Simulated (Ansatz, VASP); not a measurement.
**One calculation of AlN, two programs**

```xyz
2
Lattice="0.0000 2.1711 2.1820 2.1711 0.0000 2.1820 2.1711 2.1711 0.0000" Properties=species:S:1:pos:R:3 pbc="T T T"
Al    0.0000    0.0000    0.0000
N     1.0856    1.0856    1.0910
```

Change from the starting cell: z stretched by +0.5 %, x and y held, PAW files.

Alike in both runs: task single point; functional LDA; k mesh 8 × 8 × 8; no spin polarisation.

```csv
,VASP,Ansatz
version,VASP 6.6.1,Ansatz 0.2.0
potentials or method,"VASP PAW LDA potentials, release 64 (Al, N)","PAW with Ansatz's default frozen-core files, scalar-relativistic"
plane-wave cutoff (eV),520,420
occupations,"gaussian, width 0.01 eV",fixed
valence electrons in the cell,8,8
```

|  | VASP | Ansatz | Ansatz less VASP |
| --- | --- | --- | --- |
| gap on the k mesh at the Fermi level (eV) | 3.21 | 3.23 | +0.022 |
| pressure (GPa) | -0.4 | -1.0 | -0.62 |
| largest component of the traceless stress (GPa) | 0.45 | 0.46 | +0.004 |

A k mesh can miss the band edges.
